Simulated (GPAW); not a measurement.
The system is Co.

```
Co
1.0
     2.47200    0.00000    0.00000
    -1.23600    2.14081    0.00000
     0.00000    0.00000    4.02114
Co
2
Direct
  0.66667 0.33333 0.75000
  0.33333 0.66667 0.25000
```

Base run:

* Program: GPAW 26.7.0
* Functional: BLYP
* Potentials or basis: PAW data sets generated in the run's folder for this functional
* Cutoff: 600 eV
* Basis: pw
* k mesh: 12 × 12 × 7
* Occupations: fermi-dirac, width 0.05 eV
* Spin: collinear spin, ferromagnetic start
* Starting moments: [2.0, 2.0] μB

Its results: pressure 13.9 GPa; net moment 3.13 μB per cell; site moments Co +1.63 μB.

Question: The run is repeated on the same cell with these changes: functional from BLYP to PBEsol. What comes out?

Answer: Pressure -5.3 GPa; net moment 3.19 μB per cell; site moments Co +1.66 μB.

PBEsol binds more tightly than BLYP, so the same cell stands under less pressure.

Not every run made on this cell is shown here.
